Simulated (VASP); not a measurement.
## Input and output of a VASP r²SCAN single-point calculation on BeTe (strained zincblende)

INCAR

```
NELM = 120
NSW = 0
NBANDS = 11
ENCUT = 520
PREC = Accurate
EDIFF = 1E-7
LCHARG = .FALSE.
SIGMA = 0.01
LASPH = .TRUE.
LWAVE = .FALSE.
ISIF = 2
LREAL = .FALSE.
METAGGA = R2SCAN
ALGO = Normal
ISMEAR = 0
IBRION = -1
```

KPOINTS

```
KPOINTS created by Atomic Simulation Environment
0
Gamma
8 8 8
0 0 0
```

KPOINTS_OPT

```
special points
7
Reciprocal
0.0000000000 0.0000000000 0.0000000000 1
-0.5000000000 -0.5000000000 0.0000000000 1
-0.3750000000 -0.3750000000 0.2500000000 1
-0.3750000000 0.0000000000 0.3750000000 1
0.0000000000 0.0000000000 0.5000000000 1
-0.5000000000 -0.2500000000 0.2500000000 1
0.0000000000 0.5000000000 0.5000000000 1
```

POSCAR

```
Be Te
 1.0000000000000000
     0.0000000000000000    2.8144805042000001    2.8144805042000001
     2.8144805042000001    0.0000000000000000    2.8144805042000001
     2.8144805042000001    2.8144805042000001    0.0000000000000000
 Be  Te
   1   1
Cartesian
  0.0000000000000000  0.0000000000000000  0.0000000000000000
  1.4072402521000000  1.4072402521000000  1.4072402521000000
```

VASP ran with the recommended PBE PAW datasets (8 valence electrons in the cell).

Command

```
mpirun -np 1 vasp_std
```

From OUTCAR

```
k-points           NKPTS =     29   k-points in BZ     NKDIM =     29   number of bands    NBANDS=     11

   NELECT =       8.0000    total number of electrons

   dimension x,y,z NGX =    30 NGY =   30 NGZ =   30
   dimension x,y,z NGXF=    60 NGYF=   60 NGZF=   60

  energy-cutoff  :      520.00
  volume of cell :       44.59
      direct lattice vectors                 reciprocal lattice vectors
     0.000000000  2.814480504  2.814480504    -0.177652678  0.177652678  0.177652678
     2.814480504  0.000000000  2.814480504     0.177652678 -0.177652678  0.177652678
     2.814480504  2.814480504  0.000000000     0.177652678  0.177652678 -0.177652678

 k-points in reciprocal lattice and weights: KPOINTS created by Atomic Simulation Env
   0.00000000  0.00000000  0.00000000       0.002
   0.12500000  0.00000000  0.00000000       0.016
   0.25000000  0.00000000  0.00000000       0.016
   0.37500000  0.00000000  0.00000000       0.016
   0.50000000  0.00000000  0.00000000       0.008
   0.12500000  0.12500000  0.00000000       0.012
   0.25000000  0.12500000  0.00000000       0.047
   0.37500000  0.12500000  0.00000000       0.047
   ...

 E-fermi :   5.0125

 k-point     1 :       0.0000    0.0000    0.0000
  band No.  band energies     occupation
      1      -7.8428      2.00000
      2       4.9566      2.00000
      3       4.9566      2.00000
      4       4.9566      2.00000
      5       8.9702      0.00000
      6       8.9702      0.00000
      7       8.9702      0.00000
      8       9.4788      0.00000
      9      13.9991      0.00000
     10      15.7054      0.00000
     11      15.7054      0.00000

 k-point     2 :       0.1250    0.0000    0.0000
  band No.  band energies     occupation
      1      -7.6849      2.00000
      2       3.6260      2.00000
      3       4.7160      2.00000
      4       4.7160      2.00000
      5       8.9887      0.00000
      6       9.3286      0.00000
      7       9.3286      0.00000
      8      10.6906      0.00000
      9      14.4595      0.00000
     10      14.8091      0.00000
     11      14.8091      0.00000

 k-point     3 :       0.2500    0.0000    0.0000
  band No.  band energies     occupation
      1      -7.2485      2.00000
      2       1.5335      2.00000
      3       4.2615      2.00000
      4       4.2615      2.00000
      5       8.7628      0.00000
      6       9.8811      0.00000
      7       9.8811      0.00000
      8      12.6852      0.00000
      9      14.5411      0.00000
     10      14.5411      0.00000
     11      14.7650      0.00000

 k-point     4 :       0.3750    0.0000    0.0000
  band No.  band energies     occupation
      1      -6.6898      2.00000
      2      -0.1408      2.00000
      3       3.9086      2.00000
      4       3.9086      2.00000
      5       8.5781      0.00000
      6      10.0083      0.00000
      7      10.0083      0.00000
      8      13.4869      0.00000
      9      15.5369      0.00000
     10      15.6769      0.00000
     11      15.6769      0.00000

 k-point     5 :       0.5000    0.0000    0.0000
  band No.  band energies     occupation
      1      -6.3959      2.00000
      2      -0.8192      2.00000
      3       3.7814      2.00000
      4       3.7814      2.00000
      5       8.5123      0.00000
      6       9.9699      0.00000
      7       9.9699      0.00000
      8      13.4291      0.00000
      9      16.7421      0.00000
     10      17.2469      0.00000
     11      17.2469      0.00000

 k-point     6 :       0.1250    0.1250    0.0000
  band No.  band energies     occupation
      1      -7.6320      2.00000
      2       3.8596      2.00000
      3       4.2802      2.00000
      4       4.2802      2.00000
      5       8.5858      0.00000
      6       9.9724      0.00000
      7       9.9724      0.00000
      8      10.4302      0.00000
      9      13.6490      0.00000
     10      14.8554      0.00000
     11      15.9644      0.00000

 k-point     7 :       0.2500    0.1250    0.0000
  band No.  band energies     occupation
      1      -7.2863      2.00000
      2       2.1592      2.00000
      3       3.7760      2.00000
      4       3.9549      2.00000
      5       8.7116      0.00000
      6      10.0197      0.00000
      7      10.7535      0.00000
      8      11.2973      0.00000
      9      14.0496      0.00000
     10      15.5644      0.00000
     11      15.7498      0.00000

 k-point     8 :       0.3750    0.1250    0.0000
  band No.  band energies     occupation
      1      -6.7546      2.00000
      2       0.4156      2.00000
      3       3.4400      2.00000
      4       3.4755      2.00000
      5       8.9059      0.00000
      6      10.0933      0.00000
      7      10.9299      0.00000
      8      11.9874      0.00000
      9      15.4194      0.00000
     10      15.9615      0.00000
     11      16.5059      0.00000

 k-point     9 :       0.5000    0.1250    0.0000
  band No.  band energies     occupation
      1      -6.3349      2.00000
      2      -0.5947      2.00000
      3       3.0118      2.00000
      4       3.4665      2.00000
      5       8.9449      0.00000
      6      10.0719      0.00000
      7      10.6669      0.00000
      8      13.4259      0.00000
      9      15.3494      0.00000
     10      17.2233      0.00000
     11      17.2757      0.00000

 k-point    10 :      -0.3750    0.1250    0.0000
  band No.  band energies     occupation
      1      -6.4364      2.00000
      2      -0.3681      2.00000
      3       2.8405      2.00000
      4       3.7434      2.00000
      5       9.1007      0.00000
      6      10.1764      0.00000
      7      10.3885      0.00000
      8      13.6738      0.00000
      9      15.2027      0.00000
     10      15.5025      0.00000
     11      17.3240      0.00000

 k-point    11 :      -0.2500    0.1250    0.0000
  band No.  band energies     occupation
      1      -6.9434      2.00000
      2       0.9465      2.00000
      3       3.0047      2.00000
      4       4.2213      2.00000
      5       9.3279      0.00000
      6      10.0254      0.00000
      7      10.3546      0.00000
      8      12.3960      0.00000
      9      13.8094      0.00000
     10      15.5508      0.00000
     11      16.7309      0.00000

 k-point    12 :      -0.1250    0.1250    0.0000
  band No.  band energies     occupation
      1      -7.4328      2.00000
      2       2.6178      2.00000
      3       3.6454      2.00000
      4       4.6760      2.00000
      5       9.4264      0.00000
      6       9.4506      0.00000
      7       9.8334      0.00000
      8      11.5822      0.00000
      9      13.7815      0.00000
     10      14.8213      0.00000
     11      15.5254      0.00000

 k-point    13 :       0.2500    0.2500    0.0000
  band No.  band energies     occupation
      1      -7.0452      2.00000
      2       1.9811      2.00000
      3       3.2155      2.00000
      4       3.2155      2.00000
      5       7.9265      0.00000
      6       9.8072      0.00000
      7      11.9719      0.00000
      8      11.9719      0.00000
      9      14.3930      0.00000
     10      16.5835      0.00000
     11      16.7410      0.00000

 k-point    14 :       0.3750    0.2500    0.0000
  band No.  band energies     occupation
      1      -6.5991      2.00000
      2       0.8203      2.00000
      3       2.6108      2.00000
      4       2.8760      2.00000
      5       8.0809      0.00000
      6       9.5996      0.00000
      7      12.2892      0.00000
      8      12.6011      0.00000
      9      16.1857      0.00000
     10      17.1668      0.00000
     11      17.4019      0.00000

 k-point    15 :       0.5000    0.2500    0.0000
  band No.  band energies     occupation
      1      -6.1665      2.00000
      2      -0.0959      2.00000
      3       1.8595      2.00000
      4       2.8590      2.00000
      5       8.3008      0.00000
      6      10.9935      0.00000
      7      12.0734      0.00000
      8      12.3740      0.00000
      9      16.1336      0.00000
     10      17.4787      0.00000
     11      18.3122      0.00000

 k-point    16 :      -0.3750    0.2500    0.0000
  band No.  band energies     occupation
      1      -6.1043      2.00000
      2      -0.1754      2.00000
      3       1.4056      2.00000
      4       3.1660      2.00000
      5       8.6209      0.00000
      6      11.8382      0.00000
      7      11.9123      0.00000
      8      13.2444      0.00000
      9      14.1572      0.00000
     10      15.2149      0.00000
     11      18.3610      0.00000

 ...

  Total        0.3081528      0.3081528      0.3081528     -0.0000000      0.0000000      0.0000000
  in kB       11.0726605     11.0726605     11.0726605     -0.0000000      0.0000000      0.0000000
  external PRESSURE =      11.0726605 kB  Pullay stress =       0.0000000 kB

 POSITION                                       TOTAL-FORCE (eV/Angst)
 -----------------------------------------------------------------------------------
      0.00000      0.00000      0.00000        -0.000000     -0.000000     -0.000000
      1.40724      1.40724      1.40724         0.000000      0.000000      0.000000
 -----------------------------------------------------------------------------------
    total drift:                                0.000000      0.000000      0.000000

  FREE ENERGIE OF THE ION-ELECTRON SYSTEM (eV)
  ---------------------------------------------------
  free  energy   TOTEN  =       -30.6821859883 eV

  energy  without entropy=      -30.6821859883  energy(sigma->0) =      -30.68218599
```

```json
{
 "gap between bands v and c": "2.33 eV",
 "least direct gap": "4.01 eV",
 "pressure": "1.1 GPa"
}
```

Band v is the last that the valence electrons fill when counted band by band, and c is the next.

The run took about 53 s on one core of a shared host (Intel Xeon Platinum 8488C) and held 0.17 GiB at most.
